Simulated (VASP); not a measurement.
CdSe: single point with LDA

**The experiment to reproduce.**

A printed reference work, data compilation reports, for a bulk crystal of CdSe at 2 K: band gap 1.841 eV.

CdSe:

```
Cd Se
1.0
     4.24887    0.00000    0.00000
    -2.12443    3.67963    0.00000
     0.00000    0.00000    6.93808
Cd Se
2 2
Cartesian
  0.0000 2.4531 0.0331
  2.1244 1.2265 3.5022
  0.0000 2.4531 2.6380
  2.1244 1.2265 6.1071
```

```json
{"Program": "VASP 6.6.1", "Task": "single point", "Functional": "LDA", "Potentials or basis": "VASP PAW LDA potentials, release 64 (Cd, Se)", "Cutoff": "520 eV", "k mesh": "6 × 6 × 4", "Occupations": "gaussian, width 0.01 eV", "Spin": "no spin polarisation"}
```

```
Pressure               : 0.5 GPa
Band gap on the k mesh : 0.49 eV
```

Levels at points of the mesh, in eV from the valence-band top:
| k point | band 14 | band 15 | band 16 | band 17 | band 18 | band 19 | band 20 | band 21 | band 22 | band 23 |
| --- | --- | --- | --- | --- | --- | --- | --- | --- | --- | --- |
| (0.00, 0.00, 0.00) | -0.83 | -0.83 | -0.06 | 0.00 | 0.00 | 0.49 | 2.05 | 5.71 | 5.71 | 6.00 |
| (0.50, 0.00, 0.00) | -3.89 | -2.89 | -2.02 | -1.48 | -0.83 | 3.11 | 3.14 | 4.58 | 6.10 | 6.33 |
| (0.00, 0.00, 0.50) | -2.85 | -0.44 | -0.44 | -0.44 | -0.44 | 2.25 | 2.25 | 5.73 | 5.73 | 6.14 |
| (0.50, 0.00, 0.50) | -4.50 | -1.49 | -1.49 | -1.47 | -1.47 | 2.75 | 2.75 | 4.71 | 4.71 | 7.62 |

It took 63 s on 1 thread of Intel Xeon 8259CL, on a shared host, peak memory 0.21 GiB.

A measured gap of CdSe is 1.841 eV (2 K; a printed reference work, data compilation); the calculated 0.49 eV misses it by -1.35 eV. So large a miss can be the level of theory's own, or it may mean another phase, state or a wrong row. Spin-orbit coupling on Cd, Se is left out. The value is that of LDA, without temperature or zero-point motion. Semilocal functionals fall short of measured gaps as a rule.

Caveat: semilocal functionals underestimate gaps, and a narrow one can read as zero.
